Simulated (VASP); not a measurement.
A run of VASP 6.6.1 is set up as follows.

POSCAR

```
MgSi
1.0
    2.9083940000      0.0000000000      0.0000000000
    0.0000000000      2.9083940000      0.0000000000
    0.0000000000      0.0000000000      4.1034270000
Si Mg
1 1
Direct
    0.5000000000      0.5000000000      0.5000000000
    0.0000000000      0.0000000000      0.0000000000
```

File INCAR.step1:

```
PREC = Accurate
ENCUT = 520
EDIFF = 1E-5
ISMEAR = -1
SIGMA = 0.05
LREAL = False
LASPH = True
NELM = 60
ALGO = Normal
ISIF = 2
LWAVE = True
LCHARG = False
NBANDS = 10
GGA = PE
```

Contents of INCAR.step2:

```
PREC = Accurate
ENCUT = 520
EDIFF = 1E-7
ISMEAR = -1
SIGMA = 0.05
LREAL = False
LASPH = True
NELM = 60
ALGO = Normal
ISIF = 2
LWAVE = False
LCHARG = False
GGA = PE
LHFCALC = True
HFSCREEN = 0.2
AEXX = 0.1
PRECFOCK = Fast
NBANDS = 10
ISTART = 1
```

The input KPOINTS:

```
regular mesh
0
Gamma
  5 5 4
```

Potentials or basis: VASP PAW PBE potentials, release 64 (Si, Mg).

Command:

```sh
$ cat potpaw_PBE.64/Si/POTCAR potpaw_PBE.64/Mg/POTCAR > POTCAR
$ cp INCAR.step1 INCAR
$ mpirun -np 1 vasp_std > vasp.out
$ cp INCAR.step2 INCAR
$ mpirun -np 1 vasp_std > vasp.out
```

Question: Predict the pressure.

Answer: -0.1 GPa.

Question: What does it give for the band gap on the k mesh?

Answer: None (metal or under the smearing width).

Stress tensor (GPa, compression positive):
```
-1.67  0.00  0.00
 0.00 -1.67  0.00
 0.00  0.00  3.02
```

Caveat: the k mesh is coarse (spacing up to 0.43 Å⁻¹), so the values aren't converged, least of all with exact exchange; the PAW data sets were made with another functional, which shifts forces and pressure a little.
